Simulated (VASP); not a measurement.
# Tl (R-3m) in VASP: single point with r2SCAN

Aim: the single point of Tl with r2SCAN.

All numbers are computed with VASP 6.6.1; they aren't measurements. Logs are shortened: lines on timing, memory, paths and dates and some standing lists are left out, and cuts for length are marked.

## Step 1: The structure

It takes space group R-3m (No. 166, trigonal). The conventional cell has a = 3.562 Å, b = 3.562 Å, c = 24.721 Å, α = 90.00°, β = 90.00°, γ = 120.00°. Tl (site symmetry -3m) is surrounded by 12 Tl at 3.46 to 3.56 Å. Around Tl (site symmetry 3m) lie 12 Tl at 3.38 to 3.56 Å.

This isn't the form of Tl at room conditions, which is hcp.

## Step 2: Single point, r2SCAN

Input file POSCAR:

```
Tl
1.0
    1.7810518452      1.0282907623      8.2404167867
   -1.7810518452      1.0282907623      8.2404167867
    0.0000000000     -2.0565815246      8.2404167867
Tl
3
Direct
    0.0000000000      0.0000000000      0.0000000000
    0.2209406600      0.2209406600      0.2209406600
    0.7790593400      0.7790593400      0.7790593400
```

Input file INCAR.step1:

```
PREC = Accurate
ENCUT = 520
ISMEAR = 0
SIGMA = 0.1
LREAL = False
LASPH = True
NELM = 100
NBANDS = 26
GGA = PE
ALGO = Normal
EDIFF = 1E-4
LWAVE = True
LCHARG = False
```

Input file INCAR.step2:

```
PREC = Accurate
ENCUT = 520
EDIFF = 1E-6
ISMEAR = 0
SIGMA = 0.1
LREAL = False
LASPH = True
NELM = 100
ALGO = Normal
ISIF = 2
LWAVE = False
LCHARG = False
METAGGA = R2SCAN
LMIXTAU = True
NBANDS = 26
ISTART = 1
```

Input file KPOINTS:

```
Automatic mesh
0
Gamma
  6 6 6
```

Potentials or basis: VASP PAW PBE potentials, release 64 (Tl_d).

Run with:

```console
> cat potpaw_PBE.64/Tl_d/POTCAR > POTCAR
> cp INCAR.step1 INCAR
> mpirun -np 1 vasp_std > vasp.out
> cp INCAR.step2 INCAR
> mpirun -np 1 vasp_std > vasp.out
```

OUTCAR:

```text
PREC = Accurate
   ENCUT = 520
   EDIFF = 1E-6
   ISMEAR = 0
   LREAL = False
   LASPH = True
   NELM = 100
   ISIF = 2
   METAGGA = R2SCAN
   ISTART = 1

 ion  position               nearest neighbor table
   1  0.000  0.000  0.000-   3 3.46   3 3.46   2 3.46   2 3.46   3 3.46   2 3.46
   2  0.221  0.221  0.221-   3 3.38   3 3.38   3 3.38   1 3.46   1 3.46   1 3.46
   3  0.779  0.779  0.779-   2 3.38   2 3.38   2 3.38   1 3.46   1 3.46   1 3.46

  LATTYP: Found a trigonal (rhomboedric) cell.
 ALAT       =     8.4931735168
 COS(alpha) =     0.9120485254

  Lattice vectors:

 A1 = (   1.7810518452,   1.0282907623,   8.2404167867)
 A2 = (  -1.7810518452,   1.0282907623,   8.2404167867)
 A3 = (   0.0000000000,  -2.0565815246,   8.2404167867)

Analysis of symmetry for initial positions (statically):
=====================================================================
 Subroutine PRICEL returns:
 Original cell was already a primitive cell.

 Routine SETGRP: Setting up the symmetry group for a
 trigonal (rhombohedral) supercell.

 Subroutine GETGRP returns: Found 12 space group operations
 (whereof 12 operations were pure point group operations)
 out of a pool of 12 trial point group operations.

The static configuration has the point symmetry D_3d.

Analysis of symmetry for dynamics (positions and initial velocities):
=====================================================================
 Subroutine PRICEL returns:
 Original cell was already a primitive cell.

 Routine SETGRP: Setting up the symmetry group for a
 trigonal (rhombohedral) supercell.

 Subroutine GETGRP returns: Found 12 space group operations
 (whereof 12 operations were pure point group operations)
 out of a pool of 12 trial point group operations.

The dynamic configuration has the point symmetry D_3d.

 Subroutine INISYM returns: Found 12 space group operations
 (whereof 12 operations are pure point group operations),
 and found     1 'primitive' translations

----------------------------------------------------------------------------------------

                                     Primitive cell

  volume of cell :      90.5509

  direct lattice vectors                    reciprocal lattice vectors
     1.781051845  1.028290762  8.240416787     0.280732984  0.162081264  0.040451028
    -1.781051845  1.028290762  8.240416787    -0.280732984  0.162081264  0.040451028
     0.000000000 -2.056581525  8.240416787     0.000000000 -0.324162528  0.040451028

  length of vectors
     8.493173517  8.493173517  8.493173517     0.326676645  0.326676645  0.326676645

  position of ions in fractional coordinates (direct lattice)
     0.000000000  0.000000000  0.000000000
     0.220940660  0.220940660  0.220940660
     0.779059340  0.779059340  0.779059340

  ion indices of the primitive-cell ions
   primitive index   ion index
                 1           1
                 2           2
                 3           3

----------------------------------------------------------------------------------------

 KPOINTS: Automatic mesh

Automatic generation of k-mesh.
 Grid dimensions read from file:
 generate k-points for:    6    6    6

 Generating k-lattice:

  Cartesian coordinates                     Fractional coordinates (reciprocal lattice)
     0.046788831  0.027013544  0.006741838     0.166666667  0.000000000 -0.000000000
    -0.046788831  0.027013544  0.006741838     0.000000000  0.166666667 -0.000000000
     0.000000000 -0.054027088  0.006741838    -0.000000000 -0.000000000  0.166666667

  Length of vectors
     0.054446108  0.054446108  0.054446108

  Shift w.r.t. Gamma in fractional coordinates (k-lattice)
     0.000000000  0.000000000  0.000000000

 Subroutine IBZKPT returns following result:
 ===========================================

 Found     32 irreducible k-points:

 Following reciprocal coordinates:
            Coordinates               Weight
  0.000000  0.000000  0.000000      1.000000
  0.166667 -0.000000 -0.000000      6.000000
  0.333333 -0.000000 -0.000000      6.000000
  0.500000 -0.000000 -0.000000      3.000000
  0.166667  0.166667 -0.000000      6.000000
  0.333333  0.166667 -0.000000     12.000000
[... 16 lines left out ...]
  0.500000  0.500000  0.166667      6.000000
 -0.333333  0.500000  0.166667     12.000000
 [... further k-points ...]
   k-points           NKPTS =     32   k-points in BZ     NKDIM =     32   number of bands    NBANDS=     26
   number of dos      NEDOS =    301   number of ions     NIONS =      3
   total plane-waves  NPLWV = 262144
   dimension x,y,z NGX =    64 NGY =   64 NGZ =   64
   dimension x,y,z NGXF=   128 NGYF=  128 NGZF=  128
   ions per type =               3
   NGX,Y,Z   is equivalent  to a cutoff of  12.53, 12.53, 12.53 a.u.
   NGXF,Y,Z  is equivalent  to a cutoff of  25.05, 25.05, 25.05 a.u.
 SYSTEM =  unknown system
   PREC   = accura    normal or accurate (medium, high low for compatibility)
   ISTART =      1    job   : 0-new  1-cont  2-samecut
   ICHARG =      0    charge: 1-file 2-atom 10-const
   ISPIN  =      1    spin polarized calculation?
   LNONCOLLINEAR =      F non collinear calculations
   LSORBIT =      F    spin-orbit coupling
   LASPH  =      T    aspherical Exc in radial PAW
   ENCUT  =  520.0 eV  38.22 Ry    6.18 a.u.  15.79 15.79 15.79*2*pi/ulx,y,z
   NELM   =    100;   NELMIN=  2; NELMDL=  0     # of ELM steps
   EDIFF  = 0.1E-05   stopping-criterion for ELM
   LREAL  =      F    real-space projection
   EDIFFG = 0.1E-04   stopping-criterion for IOM
   NSW    =      0    number of steps for IOM
   IBRION =     -1    ionic relax: 0-MD 1-quasi-New 2-CG
   NFREE  =      0    steps in history (QN), initial steepest desc. (CG)
   ISIF   =      2    stress and relaxation
   ISYM   =      2    0-nonsym 1-usesym 2-fastsym
   POTIM  = 0.5000    time-step for ionic-motion
   TEBEG  =    0.0;   TEEND  =   0.0 temperature during run
   PSTRESS=    0.0 pullay stress
   NELECT =      39.0000    total number of electrons
   NUPDOWN=      -1.0000    fix difference up-down
   EMIN   =  10.00;   EMAX   =-10.00  energy-range for DOS
   EFERMI =   0.00;   METHOD = LEGACY
   ISMEAR =     0;   SIGMA  =   0.10  broadening in eV -4-tet -1-fermi 0-gaus
   EFERMI_NEDOS =   21; number of points for ismear=-14 and -15
   IALGO  =     38    algorithm
   IMIX   =      4    mixing-type and parameters
     AMIX     =   0.40;   BMIX     =  1.00
     AMIX_MAG =   1.60;   BMIX_MAG =  1.00
  volume/ion in A,a.u.               =      30.18       203.69
  Fermi-wavevector in a.u.,A,eV,Ry     =   1.236323  2.336312 20.796442  1.528495
  Thomas-Fermi vector in A             =   2.370937
   LORBIT       =      0    0 simple, 1 ext, 2 COOP (PROOUT), +10 PAW based schemes
   METAGGA = R2SCAN    functional components
   LHFCALC =     F    Hartree Fock is set to
   AEXX    =    0.0000 exact exchange contribution
   IVDW    =     0    specifies the selected vdW correction
   LEPSILON=     F    determine dielectric tensor
   LRPA    =     F    only Hartree local field effects (RPA)
 non-spin polarized calculation
 Gauss-broadening in eV      SIGMA  =   0.10
  energy-cutoff  :      520.00
  volume of cell :       90.55
 maximum number of plane-waves:      2491
   NGX = 31   NGY = 31   NGZ = 31

 number of electron      38.9999997 magnetization

 Free energy of the ion-electron system (eV)
  ---------------------------------------------------
  ext. energy  EPLUGINS =         0.00000000
  ---------------------------------------------------
  free energy    TOTEN  =      -159.55016390 eV

  energy without entropy =     -159.54751302  energy(sigma->0) =     -159.54883846

 E-fermi :   6.0682     XC(G=0): -10.5249

 val. band max:        5.9831532151   @ k =   0.5000   0.5000  -0.0000
 cond. band min:       6.1162353806   @ k =  -0.3333   0.3333   0.0000
 fundamental gap:      0.1330821655
 Fermi energy:         6.0682382989

 k-point     1 :       0.0000    0.0000    0.0000
  band No.  band energies     occupation
      1      -6.2329      2.00000
      2      -6.1847      2.00000
      3      -6.1379      2.00000
      4      -6.1379      2.00000
      5      -6.0980      2.00000
      6      -6.0980      2.00000
[... 18 lines left out ...]
     25      15.5772      0.00000
     26      15.5772      0.00000

 k-point     2 :       0.1667   -0.0000   -0.0000
  band No.  band energies     occupation
      1      -6.2390      2.00000
      2      -6.1997      2.00000
      3      -6.1248      2.00000
      4      -6.1032      2.00000
      5      -6.1008      2.00000
      6      -6.0635      2.00000
[... 18 lines left out ...]
     25      12.8922      0.00000
     26      15.1874      0.00000

 k-point     3 :       0.3333   -0.0000   -0.0000
  band No.  band energies     occupation
      1      -6.3287      2.00000
      2      -6.2762      2.00000
      3      -6.2268      2.00000
      4      -6.1572      2.00000
      5      -6.1429      2.00000
      6      -6.1067      2.00000
[... 18 lines left out ...]
     25      11.1793      0.00000
     26      13.2079      0.00000

 k-point     4 :       0.5000   -0.0000   -0.0000
  band No.  band energies     occupation
      1      -6.3455      2.00000
      2      -6.3416      2.00000
      3      -6.2830      2.00000
      4      -6.2531      2.00000
      5      -6.1744      2.00000
      6      -6.1451      2.00000
[... 18 lines left out ...]
     25      10.4760      0.00000
     26      12.4402      0.00000
[... 496 lines left out ...]
      1      -6.3182      2.00000
      2      -6.2891      2.00000
      3      -6.2145      2.00000
      4      -6.1283      2.00000
      5      -6.1064      2.00000
      6      -6.0941      2.00000
[... 18 lines left out ...]
     25      10.4401      0.00000
     26      11.4899      0.00000

 k-point    23 :       0.5000    0.5000    0.1667
  band No.  band energies     occupation
      1      -6.3487      2.00000
      2      -6.2838      2.00000
      3      -6.2082      2.00000
      4      -6.1522      2.00000
      5      -6.0862      2.00000
      6      -6.0570      2.00000
[... 18 lines left out ...]
     25      12.7882      0.00000
     26      13.1382      0.00000

 k-point    24 :      -0.3333    0.5000    0.1667
  band No.  band energies     occupation
      1      -6.3023      2.00000
      2      -6.2933      2.00000
      3      -6.2114      2.00000
      4      -6.1773      2.00000
      5      -6.1030      2.00000
      6      -6.0637      2.00000
[... 18 lines left out ...]
     25      10.1043      0.00000
     26      12.2161      0.00000

 [... further k-points ...]

------------------------ aborting loop because EDIFF is reached ----------------------------------------

  FORCE on cell =-STRESS in cart. coord.  units (eV):
  Direction    XX          YY          ZZ          XY          YZ          ZX
  --------------------------------------------------------------------------------------
  -------------------------------------------------------------------------------------
  Total       -0.2477290     -0.2477290     -0.0355823     -0.0000000     -0.0000000     -0.0000000
  in kB       -4.3832325     -4.3832325     -0.6295817     -0.0000000     -0.0000000     -0.0000000
  external PRESSURE =      -3.1320156 kB  Pullay stress =       0.0000000 kB

 VOLUME and BASIS-vectors are now :
 -----------------------------------------------------------------------------
  energy-cutoff  :      520.00
  volume of cell :       90.55
      direct lattice vectors                 reciprocal lattice vectors
     1.781051845  1.028290762  8.240416787     0.280732984  0.162081264  0.040451028
    -1.781051845  1.028290762  8.240416787    -0.280732984  0.162081264  0.040451028
     0.000000000 -2.056581525  8.240416787     0.000000000 -0.324162528  0.040451028

 POSITION                                       TOTAL-FORCE (eV/Angst)
 -----------------------------------------------------------------------------------
      0.00000      0.00000      0.00000         0.000000     -0.000000      0.000000
      0.00000      0.00000      5.46193         0.000000     -0.000000      0.009854
      0.00000      0.00000     19.25932         0.000000      0.000000     -0.009854
 -----------------------------------------------------------------------------------
    total drift:                                0.000000     -0.000000      0.000000

  FREE ENERGIE OF THE ION-ELECTRON SYSTEM (eV)
  ---------------------------------------------------
  free  energy   TOTEN  =      -159.5501638997 eV

  energy  without entropy=     -159.5475130179  energy(sigma->0) =     -159.54883846
```

Wall time 14 min (1 thread of Intel Xeon Platinum 8488C (Sapphire Rapids), shared host); peak memory 0.62 GiB.

Results:

```
Free energy            : -159.5502 eV
Pressure               : -0.3 GPa
Largest force          : 0.010 eV/Å
Band gap on the k mesh : none (metal or under the smearing width)
```

Forces in eV/Å, atoms in the order of the input:
```
Tl   0.000  0.000  0.000
Tl   0.000  0.000  0.010
Tl   0.000  0.000 -0.010
```

Stress tensor (GPa, compression positive):
```
-0.44  0.00  0.00
 0.00 -0.44  0.00
 0.00  0.00 -0.06
```

Caveat: the PAW data sets were made with another functional, which shifts forces and pressure a little. Spin-orbit coupling is left out, which matters for the levels of Tl.
